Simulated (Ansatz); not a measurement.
input.yaml (Ansatz)

```yaml
crystal:
  lattice:
    - [0.0, 2.3479721338, 2.3479721338]
    - [2.3479721338, 0.0, 2.3479721338]
    - [2.3479721338, 2.3479721338, 0.0]
  atoms:
    - { symbol: Zr, position: [0.0, 0.0, 0.0], spin: 1.0 }
hamiltonian:
  xc: pbe
  pseudopotentials:
    kind: paw
    azcp:
      Zr: "pseudopotentials/Zr.paw.azcp"
basis:
  ecutwfc: 420
  fft_grid_basis: typed
kpoints:
  mp_grid: { grid: [20, 20, 20], shift: [0, 0, 0] }
magnetization:
  spin_polarized: true
scf:
  occupations: { method: fermi_dirac, width: 0.05 }
output:
  stress: true
```

and its output:

```
Engine: ansatz 0.2.0, aarch64-unknown-linux-gnu
Pseudopotentials: kind: paw
Pseudopotential: Zr, paw, valence charge 12, recommended cutoff 420 eV (normal) 
Functional definition: PBE
  parameter kappa = 0.804
  parameter beta = 0.06672455060314922
  exchange = pbe_x(kappa = kappa, mu = beta*pi^2/3)
  correlation = pbe_c(beta = beta)
Crystal: 1 atoms, lattice volume = 25.889 Å³
Basis set: ecut = 420 eV, 531 PW (Γ)
Bands: 11, of which v1, the nominal top of the filled ones, is band 6 counted from 1 (5 counted from 0)
Symmetry: 48 space group operations
Space group: Fm-3m (ITA 225), of the structure as read, at distance tolerance 3.0e-5 Å
Magnetic group: BNS 225.116 (UNI 1618), of the structure as read, at distance tolerance 3.0e-5 Å
k-points: 256 of 8000
Non-local potential: Zr, projectors of the file, l = 0: 3, l = 1: 2, l = 2: 2, l = 3: 2
PAW form: soft (Blöchl's): semilocal exchange-correlation on the pseudo side does not see the compensation charge
PAW one-centre angular grid: Zr, 590 points (default); XC on 64 Gauss nodes
Initial density: superposition of atomic densities (chi_scale 0.1, normalization cell)
Starting moments: Σ|m| = 1 μB on 1 of 1 site
Initial wavefunctions: pseudopotential atomic-orbital guess
Functional: x = pbe(κ = 0.804, μ = 0.2195149727645171), c = pbe(β = 0.06672455060314922)
iter 1 solved again at ethr=2.18e-3 eV; its pass at ethr=3.10e-3 eV (dr2=2.61e-1 eV) is discarded
SCF iter   1: F=—  HF=-4183.871031 eV  |F-HF|=—  |Δ(HF+E_count)|=         —  Δρ=3.00e-2 (↑3.00e-2 ↓1.43e-2)  dr2=2.63e-1  dr2_m=8.79e-2  M=0.327 μB ∫|m|=0.327 μB  β_m=0.30  ethr=2.18e-3  ⟨swp⟩=1.0  Hψ=39651  notcnv=0
Mixer restart at iter 1: flushing history
SCF iter   2: F=—  HF=-4183.792235 eV  |F-HF|=—  |Δ(HF+E_count)|=   7.88e-2  Δρ=2.23e-2 (↑2.23e-2 ↓1.10e-2)  dr2=1.51e-1  dr2_m=4.82e-2  M=0.284 μB ∫|m|=0.284 μB  β_m=0.65  ethr=2.18e-3  ⟨swp⟩=2.0  Hψ=7085  notcnv=0
SCF iter   3: F=—  HF=-4183.724323 eV  |F-HF|=—  |Δ(HF+E_count)|=   6.79e-2  Δρ=1.82e-3 (↑1.78e-3 ↓1.82e-3)  dr2=5.67e-4  dr2_m=5.44e-4  M=0.105 μB ∫|m|=0.105 μB  β_m=0.80  ethr=1.25e-3  ⟨swp⟩=2.2  Hψ=10100  notcnv=0
SCF iter   4: F=—  HF=-4183.727600 eV  |F-HF|=—  |Δ(HF+E_count)|=   3.28e-3  Δρ=1.05e-3 (↑1.05e-3 ↓9.79e-4)  dr2=6.79e-5  dr2_m=2.27e-4  M=0.058 μB ∫|m|=0.058 μB  β_m=0.90  ethr=4.73e-6  ⟨swp⟩=2.0  Hψ=9287  notcnv=0
SCF iter   5: F=—  HF=-4183.728200 eV  |F-HF|=—  |Δ(HF+E_count)|=   6.00e-4  Δρ=4.93e-4 (↑4.75e-4 ↓4.93e-4)  dr2=3.19e-6  dr2_m=5.50e-5  M=0.028 μB ∫|m|=0.028 μB  β_m=0.95  ethr=5.66e-7  ⟨swp⟩=2.0  Hψ=8555  notcnv=0
SCF iter   6: F=—  HF=-4183.728395 eV  |F-HF|=—  |Δ(HF+E_count)|=   1.95e-4  Δρ=6.72e-5 (↑6.72e-5 ↓5.72e-5)  dr2=5.52e-6  dr2_m=3.35e-8  M=0.000 μB ∫|m|=0.000 μB  β_m=0.89  ethr=2.66e-8  ⟨swp⟩=3.0  Hψ=9693  notcnv=0  defer=2
SCF iter   7: F=—  HF=-4183.728395 eV  |F-HF|=—  |Δ(HF+E_count)|=   5.95e-8  Δρ=1.03e-5 (↑1.03e-5 ↓1.02e-5)  dr2=2.65e-8  dr2_m=1.93e-8  M=0.000 μB ∫|m|=0.000 μB  β_m=0.94  ethr=2.66e-8  ⟨swp⟩=2.1  Hψ=8451  notcnv=0  defer=2
SCF iter   8: F=—  HF=-4183.728395 eV  |F-HF|=—  |Δ(HF+E_count)|=   1.88e-7  Δρ=1.62e-6 (↑1.62e-6 ↓1.41e-6)  dr2=2.20e-10  dr2_m=5.10e-10  M=0.000 μB ∫|m|=0.000 μB  β_m=0.97  ethr=2.21e-10  ⟨swp⟩=2.0  Hψ=8501  notcnv=0  defer=2
SCF iter   9: F=—  HF=-4183.728395 eV  |F-HF|=—  |Δ(HF+E_count)|=   3.57e-9  Δρ=2.81e-7 (↑2.20e-7 ↓2.81e-7)  dr2=1.30e-11  dr2_m=1.25e-11  M=-0.000 μB ∫|m|=0.000 μB  β_m=0.99  ethr=1.84e-12  ⟨swp⟩=2.4  Hψ=9132  notcnv=0  defer=2
SCF iter  10: F=-4183.728395 eV  HF=-4183.728395 eV  |F-HF|=0.00e0  |Δ(HF+E_count)|=  1.06e-10  Δρ=2.51e-8 (↑1.92e-8 ↓2.51e-8)  dr2=7.54e-14  dr2_m=1.06e-13  M=-0.000 μB ∫|m|=0.000 μB  ethr=1.00e-12  ⟨swp⟩=1.0  Hψ=14314  notcnv=0
SCF 1 converged in 10 iterations: F = -4183.728395 eV  dr2 = 7.54e-14
WARN: the starting moments were not kept: the SCF closed with an absolute magnetisation of 4.6e-7 μB, where they sum to 1 μB in size (1 site). That is at most 0.1 of that sum. Measured as dr2_m measures the in/out step, that magnetisation stands 3.1e-14 eV from none, at or under the dr2_threshold of 1.0e-7 eV: it is no larger than a step whose dr2_m would equal this threshold. The system may hold no moment; this SCF shows only that its start led to no more than that. To try another start: raise the starting moments (crystal.atoms[].spin, magnetization.per_species, magnetization.initial_magnetization, or on a non-collinear deck that types none of these the spinor_matrix: blocks that start its atoms; where the total moment is fixed, keep their sum and leave initial_magnetization as it is; typed ones take the place of any that the run laid by itself, positive ones on a crystal's lanthanoids without a Hubbard term where scf.initial_density.shell_occupations: [] is typed) or, if the notice of its spin-set hold's release reads "site moments contracting" or "site moments show no strong build", lengthen the hold (scf.mixing.spin_hold: { on: { confirm: 4 } }; for m-r²SCAN on two components see the key's manual first). Each may lead to a state that holds a moment. A second SCF, from the converged charge density, with the starting moments and any scf.initial_density.shell_occupations laid on it anew, would have followed, and was not run: the deck does not ask for one (magnetization.retry_lost_moments is false, the default). To let it run, set magnetization.retry_lost_moments: true and run the deck again, where that key's refused combinations let it; where memory then withholds it, that run's warning says so.
SCF converged after 10 iterations
Magnetization: -0.0000 μB (6.0000 up, 6.0000 down)
Absolute magnetization: 0.0000 μB (∫|ρ↑−ρ↓|, with the PAW one-centre terms)
Spin contamination: 0.0000 ħ² per cell (⟨S²⟩ above its minimum at these occupations)
Per-site moments (μB) at R_I (Å): [(-1.3957605875709227e-7, 1.369720289723798)]
Free energy (F): -4183.728395 eV
Harris-Foulkes:  -4183.728395 eV  (|F-HF|=0.00e0)
Internal energy: -4183.714108 eV  (E = F + TS)
E sigma→0 (E₀):  -4183.721252 eV
Entropy (-TS):   -0.014287 eV (-14.287 meV/atom)
Fermi energy:    12.242524 eV
--- Per-component energies (eV) ---
  E_band       = -117.811652
  E_kinetic    = 329.808534
  E_local      = -676.095332  (includes V_loc(G=0)·N_el)
  E_nonlocal   = 80.249488
  E_hartree    = 208.842713
  E_xc         = -160.333154
  E_vxc        = -189.136456  (∫ρ·V_xc dr)
  E_paw        = -2953.936727  (= ΣΔE_a)
  E_vpaw       = -80.323329  (= ΣTr[D̂ρ^β])
  E_aug_tail   = 0.000024  (compensation charges beyond the density's cutoff)
  E_ewald      = -1012.249656
  E_smearing   = -0.014287  (= −TS)
  E_closure    = -0.000000  (closes the sum)
  Σ components = -4183.728395   (vs F -4183.728395, Δ=0.00e0)
--- Stress (GPa, compression-positive) ---
       -8.256017       0.000000      -0.000000
       -0.000000      -8.256017       0.000000
       -0.000000       0.000000      -8.256017
  P = ⅓ Tr σ = -8.2560 GPa (-82.560 kbar)
```
